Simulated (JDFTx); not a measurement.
# GaP (F-43m) in JDFTx: notebook

Aim: see how the results for GaP move with the level of theory and the settings. Levels: TASK, BLYP, HSE06. Tasks: single point.

Program: JDFTx 1.7.0 (patched build). These are calculated values, not measurements. Logs are shortened: lines on timing, memory, paths and dates and some standing lists are left out, and cuts for length are marked. The log counts tension as positive stress, the text compression.

**Experimental background.**

From “Stacking defects in GaP nanowires: Electronic structure and optical properties”, 2018, arxiv:1810.01194, for a bulk crystal of GaP at 10 K: band gap 2.34 eV (indirect).

How close the calculation comes is told below.

## 1. The structure

Symmetry: F-43m, No. 216, cubic system. Conventional cell: a = 5.451 Å, b = 5.451 Å, c = 5.451 Å, α = 90.00°, β = 90.00°, γ = 90.00°. Ga (site symmetry -43m) has 4 P at 2.36 Å as nearest neighbours. P (site symmetry -43m) is surrounded by 4 Ga at 2.36 Å.

## 2. Single point, TASK

Contents of GaP.in:

```
include GaP.lattice
coords-type Lattice
include GaP.ionpos

ion-species pseudo/Ga.upf
ion-species pseudo/P.upf
elec-cutoff 40 320
elec-ex-corr mgga-x-task lda-c-pw
kpoint-folding 8 8 8
elec-smearing Fermi 0.0018374661
elec-n-bands 15
electronic-SCF nIterations 100 energyDiffThreshold 1e-09
electronic-minimize nIterations 30 energyDiffThreshold 1e-7
converge-empty-states yes
forces-output-coords Cartesian

dump-name run.$VAR
dump End Ecomponents EigStats BandEigs Kpoints Forces Stress ElecDensity KEdensity
```

Contents of GaP.lattice:

```
lattice \
    0.0000000000     5.1499761211     5.1499761211 \
    5.1499761211     0.0000000000     5.1499761211 \
    5.1499761211     5.1499761211     0.0000000000
```

Contents of GaP.ionpos:

```
ion Ga     0.0000000000     0.0000000000     0.0000000000 1
ion P      0.7500000000     0.7500000000     0.7500000000 1
```

Potentials or basis: SG15-PBE-1.2.

Run with:

```
jdftx -c 1 -i GaP.in -o GaP.out
```

Standard output:

```text
*************** JDFTx 1.7.0 (patched build) ***************

Input parsed successfully to the following command list (including defaults):
[... the input with its defaults ...]

---------- Setting up symmetries ----------

Found 48 point-group symmetries of the bravais lattice
Found 24 space-group symmetries with basis
Applied RMS atom displacement 0 bohrs to make symmetries exact.

---------- Initializing the Grid ----------
R =
[            0      5.14998      5.14998  ]
[      5.14998            0      5.14998  ]
[      5.14998      5.14998            0  ]
unit cell volume = 273.178
G =
[  -0.610021   0.610021   0.610021  ]
[   0.610021  -0.610021   0.610021  ]
[   0.610021   0.610021  -0.610021  ]
Minimum fftbox size, Smin = [  60  60  60  ]
Chosen fftbox size, S = [  60  60  60  ]

---------- Initializing tighter grid for wavefunction operations ----------
R =
[            0      5.14998      5.14998  ]
[      5.14998            0      5.14998  ]
[      5.14998      5.14998            0  ]
unit cell volume = 273.178
G =
[  -0.610021   0.610021   0.610021  ]
[   0.610021  -0.610021   0.610021  ]
[   0.610021   0.610021  -0.610021  ]
Minimum fftbox size, Smin = [  44  44  44  ]
Chosen fftbox size, S = [  48  48  48  ]

---------- Exchange Correlation functional ----------
Initialized LibXC exchange functional 'TASK exchange of Aschebrock and Kuemmel'
Initialized LibXC correlation functional 'Perdew & Wang'

---------- Setting up pseudopotentials ----------
Width of ionic core gaussian charges (only for fluid interactions / plotting) set to 0

Reading pseudopotential file 'pseudo/Ga.upf':
  'Ga' pseudopotential, 'PBE' functional
  Generated using ONCVPSP code by D. R. Hamann
  13 valence electrons, 0 orbitals, 6 projectors, 602 radial grid points, with lMax = 2
  Core radius for overlap checks: 2.11 bohrs.

Reading pseudopotential file 'pseudo/P.upf':
  'P' pseudopotential, 'PBE' functional
  Generated using ONCVPSP code by D. R. Hamann
  5 valence electrons, 0 orbitals, 4 projectors, 602 radial grid points, with lMax = 1
  Core radius for overlap checks: 1.79 bohrs.

Initialized 2 species with 2 total atoms.

Folded 1 k-points by 8x8x8 to 512 k-points.

---------- Setting up k-points, bands, fillings ----------
Adding inversion symmetry to k-mesh for non-inversion-symmetric unit cell.
Reduced to 29 k-points under symmetry.
Computing the number of bands and number of electrons
Calculating initial fillings.
nElectrons:  18.000000   nBands: 15   nStates: 29

----- Setting up reduced wavefunction bases (one per k-point) -----
average nbasis = 3300.439 , ideal nbasis = 3300.879

---------- Setting up ewald sum ----------
Optimum gaussian width for ewald sums = 2.339030 bohr.
Real space sum over 1331 unit cells with max indices [  5  5  5  ]
Reciprocal space sum over 2197 terms with max indices [  6  6  6  ]

---------- Allocating electronic variables ----------
Initializing wave functions:  (No orbitals for LCAO)  bandwidth-limited random numbers

Setting the auxilliary hamiltonian equal to the subspace hamiltonian.

-------- Electronic minimization -----------
Will mix electronic and kinetic density at each iteration.
	FillingsUpdate:  mu: +0.876372076  nElectrons: 18.000000
	FillingsUpdate:  mu: -0.200000000  nElectrons: 18.000000
SCF: Cycle:  0   F: -52.630412197063372   dF: -1.338e+01   |Residual|: 5.514e+00   |deigs|: 1.327e+00
	FillingsUpdate:  mu: -0.200000000  nElectrons: 18.000000
SCF: Cycle:  1   F: -59.001516018008900   dF: -6.371e+00   |Residual|: 1.290e+01   |deigs|: 5.031e-01
	FillingsUpdate:  mu: -0.227385204  nElectrons: 18.000000
SCF: Cycle:  2   F: -54.847046430598496   dF: +4.154e+00   |Residual|: 2.687e+01   |deigs|: 9.103e-01
	FillingsUpdate:  mu: -0.301357620  nElectrons: 18.000000
SCF: Cycle:  3   F: -52.286009594482408   dF: +2.561e+00   |Residual|: 3.345e+01   |deigs|: 1.423e-01
	FillingsUpdate:  mu: +0.143917390  nElectrons: 18.000000
SCF: Cycle:  4   F: -70.454655739166341   dF: -1.817e+01   |Residual|: 1.988e+01   |deigs|: 2.003e+00
	FillingsUpdate:  mu: +0.135499668  nElectrons: 18.000000
SCF: Cycle:  5   F: -70.580594443054409   dF: -1.259e-01   |Residual|: 1.831e+01   |deigs|: 9.759e-02
	FillingsUpdate:  mu: +0.321036400  nElectrons: 18.000000
SCF: Cycle:  6   F: -71.170061699777634   dF: -5.895e-01   |Residual|: 1.063e+01   |deigs|: 3.494e-01
	FillingsUpdate:  mu: +0.320400157  nElectrons: 18.000000
SCF: Cycle:  7   F: -71.205090090433544   dF: -3.503e-02   |Residual|: 9.855e+00   |deigs|: 3.360e-02
	FillingsUpdate:  mu: +0.318419445  nElectrons: 18.000000
SCF: Cycle:  8   F: -71.221961854377838   dF: -1.687e-02   |Residual|: 8.341e+00   |deigs|: 5.233e-02
	FillingsUpdate:  mu: +0.313133638  nElectrons: 18.000000
SCF: Cycle:  9   F: -71.223102936095231   dF: -1.141e-03   |Residual|: 8.151e+00   |deigs|: 1.047e-02
	FillingsUpdate:  mu: +0.305641815  nElectrons: 18.000000
SCF: Cycle: 10   F: -71.219088943192276   dF: +4.014e-03   |Residual|: 7.867e+00   |deigs|: 1.374e-02
	FillingsUpdate:  mu: +0.306068853  nElectrons: 18.000000
SCF: Cycle: 11   F: -71.235088627634013   dF: -1.600e-02   |Residual|: 7.719e+00   |deigs|: 1.853e-02
	FillingsUpdate:  mu: +0.306335469  nElectrons: 18.000000
SCF: Cycle: 12   F: -71.240169079409640   dF: -5.080e-03   |Residual|: 7.671e+00   |deigs|: 4.499e-03
	FillingsUpdate:  mu: +0.305797868  nElectrons: 18.000000
SCF: Cycle: 13   F: -71.204935373323053   dF: +3.523e-02   |Residual|: 6.568e+00   |deigs|: 2.756e-02
	FillingsUpdate:  mu: +0.325905580  nElectrons: 18.000000
SCF: Cycle: 14   F: -71.215030983579268   dF: -1.010e-02   |Residual|: 2.164e+00   |deigs|: 4.154e-02
	FillingsUpdate:  mu: +0.298016253  nElectrons: 18.000000
SCF: Cycle: 15   F: -71.253003031780494   dF: -3.797e-02   |Residual|: 1.550e+00   |deigs|: 3.556e-02
	FillingsUpdate:  mu: +0.300000000  nElectrons: 18.000000
SCF: Cycle: 16   F: -71.290881694963616   dF: -3.788e-02   |Residual|: 1.933e-01   |deigs|: 8.651e-02
	FillingsUpdate:  mu: +0.307770509  nElectrons: 18.000000
SCF: Cycle: 17   F: -71.294779835185693   dF: -3.898e-03   |Residual|: 1.506e-01   |deigs|: 3.193e-03
	FillingsUpdate:  mu: +0.312220949  nElectrons: 18.000000
SCF: Cycle: 18   F: -71.297071675691143   dF: -2.292e-03   |Residual|: 6.577e-02   |deigs|: 1.711e-02
	FillingsUpdate:  mu: +0.311058833  nElectrons: 18.000000
SCF: Cycle: 19   F: -71.297182481321855   dF: -1.108e-04   |Residual|: 3.962e-02   |deigs|: 1.438e-03
	FillingsUpdate:  mu: +0.310302518  nElectrons: 18.000000
SCF: Cycle: 20   F: -71.297204313706956   dF: -2.183e-05   |Residual|: 6.525e-03   |deigs|: 1.028e-03
	FillingsUpdate:  mu: +0.310358435  nElectrons: 18.000000
SCF: Cycle: 21   F: -71.297209200966222   dF: -4.887e-06   |Residual|: 9.545e-04   |deigs|: 2.696e-04
	FillingsUpdate:  mu: +0.310241084  nElectrons: 18.000000
SCF: Cycle: 22   F: -71.297210182063139   dF: -9.811e-07   |Residual|: 4.774e-04   |deigs|: 1.431e-04
	FillingsUpdate:  mu: +0.310152074  nElectrons: 18.000000
SCF: Cycle: 23   F: -71.297210445126225   dF: -2.631e-07   |Residual|: 2.252e-04   |deigs|: 8.687e-05
	FillingsUpdate:  mu: +0.310150364  nElectrons: 18.000000
SCF: Cycle: 24   F: -71.297210518567212   dF: -7.344e-08   |Residual|: 1.913e-04   |deigs|: 1.128e-05
	FillingsUpdate:  mu: +0.310147836  nElectrons: 18.000000
SCF: Cycle: 25   F: -71.297210544725985   dF: -2.616e-08   |Residual|: 2.269e-04   |deigs|: 1.305e-05
	FillingsUpdate:  mu: +0.310152497  nElectrons: 18.000000
SCF: Cycle: 26   F: -71.297210557430660   dF: -1.270e-08   |Residual|: 1.155e-04   |deigs|: 9.591e-06
	FillingsUpdate:  mu: +0.310152673  nElectrons: 18.000000
SCF: Cycle: 27   F: -71.297210561194575   dF: -3.764e-09   |Residual|: 1.066e-04   |deigs|: 5.300e-06
	FillingsUpdate:  mu: +0.310152846  nElectrons: 18.000000
SCF: Cycle: 28   F: -71.297210563146521   dF: -1.952e-09   |Residual|: 9.689e-05   |deigs|: 1.811e-05
	FillingsUpdate:  mu: +0.310153438  nElectrons: 18.000000
SCF: Cycle: 29   F: -71.297210564224272   dF: -1.078e-09   |Residual|: 5.076e-05   |deigs|: 2.876e-05
	FillingsUpdate:  mu: +0.310153233  nElectrons: 18.000000
SCF: Cycle: 30   F: -71.297210564451845   dF: -2.276e-10   |Residual|: 5.355e-05   |deigs|: 1.648e-05
	FillingsUpdate:  mu: +0.310153222  nElectrons: 18.000000
SCF: Cycle: 31   F: -71.297210564590401   dF: -1.386e-10   |Residual|: 3.254e-05   |deigs|: 7.438e-05
SCF: Converged (|Delta E|<1.000000e-09 for 2 iters).

Setting wave functions to eigenvectors of Hamiltonian
Converging empty states (this may take a while): |deigs|: 1.437e-03

# Stress tensor in Cartesian coordinates [Eh/a0^3]:
[ -2.19436e-05            0            0  ]
[            0 -2.19436e-05            0  ]
[            0            0 -2.19436e-05  ]

# Ionic positions in lattice coordinates:
ion Ga   0.000000000000000   0.000000000000000   0.000000000000000 1
ion P   0.750000000000000   0.750000000000000   0.750000000000000 1

# Forces in Cartesian coordinates:
force Ga  -0.000000000000000   0.000000000000000   0.000000000000000 1
force P   0.000000000000000   0.000000000000000  -0.000000000000000 1

# Energy components:
   Eewald =      -48.2388119437273133
       EH =       25.4098841065830960
     Eloc =      -60.3856424797518869
      Enl =      -40.8613173400523948
      Exc =       -9.7536630455712334
       KE =       62.5323401379300137
-------------------------------------
     Etot =      -71.2972105645897045
       TS =        0.0000000000006935
-------------------------------------
        F =      -71.2972105645904008

IonicMinimize: Iter:   0  F: -71.297210564590401  |grad|_K:  5.916e-36
IonicMinimize: Converged (|grad|_K<1.000000e-04).

Dumping 'run.eigStats' ...
	eMin: -0.278117 at state 20 ( [ +0.000000 +0.500000 +0.500000 ] spin 0 )
	HOMO: +0.271394 at state 0 ( [ +0.000000 +0.000000 +0.000000 ] spin 0 )
	mu  : +0.310153
	LUMO: +0.349759 at state 4 ( [ +0.000000 +0.000000 +0.500000 ] spin 0 )
	eMax: +0.791990 at state 25 ( [ +0.125000 +0.375000 -0.375000 ] spin 0 )
	HOMO-LUMO gap: +0.078365
	Optical gap  : +0.081923 at state 0 ( [ +0.000000 +0.000000 +0.000000 ] spin 0 )
Done!
[note: mu as printed may lie anywhere between the filled and the empty levels]
```

Wall time 3.6 min (1 thread of AMD EPYC 9R45 (Zen 5), shared host); peak memory 0.19 GiB.

What came out:

| Property | Result |
| --- | --- |
| Free energy | -1940.0959 eV |
| Pressure | 0.6 GPa |
| Band gap on the k mesh | 2.13 eV, indirect (least direct gap 2.23 eV) |

Caveat: the potentials were made for another functional, which shifts forces and pressure.

## 3. Single point, BLYP

Contents of GaP.in:

```
lattice \
    0.0000000000     5.1499761211     5.1499761211 \
    5.1499761211     0.0000000000     5.1499761211 \
    5.1499761211     5.1499761211     0.0000000000
coords-type Lattice
ion Ga     0.0000000000     0.0000000000     0.0000000000 1
ion P      0.7500000000     0.7500000000     0.7500000000 1

ion-species pseudo/Ga.upf
ion-species pseudo/P.upf
elec-cutoff 40 320
elec-ex-corr gga-x-b88 gga-c-lyp
kpoint-folding 8 8 8
elec-smearing Fermi 0.0018374661
elec-n-bands 15
electronic-SCF nIterations 100 energyDiffThreshold 1e-09
electronic-minimize nIterations 30 energyDiffThreshold 1e-7
converge-empty-states yes
forces-output-coords Cartesian

dump-name run.$VAR
dump End Ecomponents EigStats BandEigs Kpoints Forces Stress ElecDensity
```

Potentials or basis: PseudoDojo-SR-PBE-0.5-standard.

Run with:

```
jdftx -c 1 -i GaP.in -o GaP.out
```

Standard output:

```text
*************** JDFTx 1.7.0 (patched build) ***************

Input parsed successfully to the following command list (including defaults):
[... the input with its defaults ...]

---------- Setting up symmetries ----------

Found 48 point-group symmetries of the bravais lattice
Found 24 space-group symmetries with basis
Applied RMS atom displacement 0 bohrs to make symmetries exact.

---------- Initializing the Grid ----------
R =
[            0      5.14998      5.14998  ]
[      5.14998            0      5.14998  ]
[      5.14998      5.14998            0  ]
unit cell volume = 273.178
G =
[  -0.610021   0.610021   0.610021  ]
[   0.610021  -0.610021   0.610021  ]
[   0.610021   0.610021  -0.610021  ]
Minimum fftbox size, Smin = [  60  60  60  ]
Chosen fftbox size, S = [  60  60  60  ]

---------- Initializing tighter grid for wavefunction operations ----------
R =
[            0      5.14998      5.14998  ]
[      5.14998            0      5.14998  ]
[      5.14998      5.14998            0  ]
unit cell volume = 273.178
G =
[  -0.610021   0.610021   0.610021  ]
[   0.610021  -0.610021   0.610021  ]
[   0.610021   0.610021  -0.610021  ]
Minimum fftbox size, Smin = [  44  44  44  ]
Chosen fftbox size, S = [  48  48  48  ]

---------- Exchange Correlation functional ----------
Initialized LibXC exchange functional 'Becke 88'
Initialized LibXC correlation functional 'Lee, Yang & Parr'

---------- Setting up pseudopotentials ----------
Width of ionic core gaussian charges (only for fluid interactions / plotting) set to 0

Reading pseudopotential file 'pseudo/Ga.upf':
  'Ga' pseudopotential, 'PBE' functional
  Generated using ONCVPSP code by D. R. Hamann
  13 valence electrons, 3 orbitals, 6 projectors, 1001 radial grid points, with lMax = 2
    3D    l: 2   occupation: 10.0   eigenvalue: -0.703915
    4S    l: 0   occupation:  2.0   eigenvalue: -0.328859
    4P    l: 1   occupation:  1.0   eigenvalue: -0.094784
  Core radius for overlap checks: 1.84 bohrs.

Reading pseudopotential file 'pseudo/P.upf':
  'P' pseudopotential, 'PBE' functional
[... 41 lines left out ...]
LCAOMinimize: Converged (|Delta F|<1.000000e-06 for 2 iters).

-------- Electronic minimization -----------
Will mix electronic density at each iteration.
	FillingsUpdate:  mu: +0.329683361  nElectrons: 18.000000
	FillingsUpdate:  mu: +0.317579606  nElectrons: 18.000000
SCF: Cycle:  0   F: -73.614132552915507   dF: -4.984e-02   |Residual|: 6.009e-02   |deigs|: 1.411e-01
	FillingsUpdate:  mu: +0.319810014  nElectrons: 18.000000
SCF: Cycle:  1   F: -73.615370051125723   dF: -1.237e-03   |Residual|: 3.427e-02   |deigs|: 9.898e-03
	FillingsUpdate:  mu: +0.324345075  nElectrons: 18.000000
SCF: Cycle:  2   F: -73.615633739995175   dF: -2.637e-04   |Residual|: 6.555e-03   |deigs|: 5.909e-03
	FillingsUpdate:  mu: +0.324446669  nElectrons: 18.000000
SCF: Cycle:  3   F: -73.615644770638198   dF: -1.103e-05   |Residual|: 2.642e-03   |deigs|: 1.113e-03
	FillingsUpdate:  mu: +0.325009860  nElectrons: 18.000000
SCF: Cycle:  4   F: -73.615648347845323   dF: -3.577e-06   |Residual|: 8.910e-04   |deigs|: 8.867e-04
	FillingsUpdate:  mu: +0.325013048  nElectrons: 18.000000
SCF: Cycle:  5   F: -73.615648776667541   dF: -4.288e-07   |Residual|: 6.234e-04   |deigs|: 4.724e-04
	FillingsUpdate:  mu: +0.325081420  nElectrons: 18.000000
SCF: Cycle:  6   F: -73.615649021150745   dF: -2.445e-07   |Residual|: 7.986e-05   |deigs|: 4.358e-04
	FillingsUpdate:  mu: +0.325079773  nElectrons: 18.000000
SCF: Cycle:  7   F: -73.615649073201695   dF: -5.205e-08   |Residual|: 2.458e-05   |deigs|: 4.874e-04
	FillingsUpdate:  mu: +0.325081525  nElectrons: 18.000000
SCF: Cycle:  8   F: -73.615649095070523   dF: -2.187e-08   |Residual|: 2.630e-05   |deigs|: 5.209e-04
	FillingsUpdate:  mu: +0.325081407  nElectrons: 18.000000
SCF: Cycle:  9   F: -73.615649102682909   dF: -7.612e-09   |Residual|: 2.120e-05   |deigs|: 5.098e-04
	FillingsUpdate:  mu: +0.325081365  nElectrons: 18.000000
SCF: Cycle: 10   F: -73.615649106015894   dF: -3.333e-09   |Residual|: 2.887e-05   |deigs|: 5.610e-04
	FillingsUpdate:  mu: +0.325082301  nElectrons: 18.000000
SCF: Cycle: 11   F: -73.615649107192695   dF: -1.177e-09   |Residual|: 2.682e-05   |deigs|: 3.912e-04
	FillingsUpdate:  mu: +0.325082306  nElectrons: 18.000000
SCF: Cycle: 12   F: -73.615649107795903   dF: -6.032e-10   |Residual|: 2.234e-05   |deigs|: 4.925e-04
	FillingsUpdate:  mu: +0.325082253  nElectrons: 18.000000
SCF: Cycle: 13   F: -73.615649108068283   dF: -2.724e-10   |Residual|: 1.720e-05   |deigs|: 2.073e-04
SCF: Converged (|Delta E|<1.000000e-09 for 2 iters).

Setting wave functions to eigenvectors of Hamiltonian
Converging empty states (this may take a while):
EmptyStates: None of the convergence criteria satisfied.
|deigs|: 1.404e-03

# Stress tensor in Cartesian coordinates [Eh/a0^3]:
[ -0.000204841            0            0  ]
[            0 -0.000204841            0  ]
[            0            0 -0.000204841  ]

# Ionic positions in lattice coordinates:
ion Ga   0.000000000000000   0.000000000000000   0.000000000000000 1
ion P   0.750000000000000   0.750000000000000   0.750000000000000 1

# Forces in Cartesian coordinates:
force Ga  -0.000000000000000   0.000000000000000   0.000000000000000 1
force P   0.000000000000000  -0.000000000000000  -0.000000000000000 1

# Energy components:
   Eewald =      -48.2388119437273133
       EH =       26.1457445416652199
     Eloc =      -66.3917623352003119
      Enl =      -36.9677528244693718
      Exc =      -22.8193319858338306
 Exc_core =        9.6283520806468275
       KE =       65.0279133589215519
-------------------------------------
     Etot =      -73.6156491079972284
       TS =        0.0000000000710564
-------------------------------------
        F =      -73.6156491080682827

IonicMinimize: Iter:   0  F: -73.615649108068283  |grad|_K:       -nan
IonicMinimize: None of the convergence criteria satisfied after 0 iterations.

#--- Lowdin population analysis ---
# oxidation-state Ga +0.110
# oxidation-state P -0.060

Dumping 'run.eigStats' ...
	eMin: -0.245075 at state 20 ( [ +0.000000 +0.500000 +0.500000 ] spin 0 )
	HOMO: +0.295167 at state 0 ( [ +0.000000 +0.000000 +0.000000 ] spin 0 )
	mu  : +0.325082
	LUMO: +0.356088 at state 4 ( [ +0.000000 +0.000000 +0.500000 ] spin 0 )
	eMax: +0.751370 at state 20 ( [ +0.000000 +0.500000 +0.500000 ] spin 0 )
	HOMO-LUMO gap: +0.060921
	Optical gap  : +0.062903 at state 0 ( [ +0.000000 +0.000000 +0.000000 ] spin 0 )
WARNING: the last solve of the electrons (or of bands or displaced states from it) ended unconverged.
Done!
[note: mu as printed may lie anywhere between the filled and the empty levels]
```

Run time: 44 s. Hardware: 1 thread of AMD EPYC 9R45 (Zen 5), shared host; peak memory 0.14 GiB.

Results:

| Property | Result |
| --- | --- |
| Free energy | -2003.1839 eV |
| Pressure | 6.0 GPa |
| Band gap on the k mesh | 1.66 eV, indirect (least direct gap 1.71 eV) |
| Loewdin charges | Ga +0.11; P -0.06 e |

Levels at points of the mesh, in eV from the valence-band top:
| k point | band 5 | band 6 | band 7 | band 8 | band 9 | band 10 | band 11 |
| --- | --- | --- | --- | --- | --- | --- | --- |
| (0.00, 0.00, 0.00) | -14.48 | -12.49 | 0.00 | 0.00 | 0.00 | 1.71 | 3.92 |
| (0.00, 0.00, 0.50) | -14.48 | -10.44 | -6.61 | -1.11 | -1.11 | 1.66 | 4.80 |
| (0.00, 0.50, 0.50) | -14.46 | -9.53 | -6.80 | -2.65 | -2.65 | 1.84 | 1.91 |

Caveat: the empty levels aren't tightly converged; the potentials were made for another functional, which shifts forces and pressure.

(Continued in part 2 of 2.)
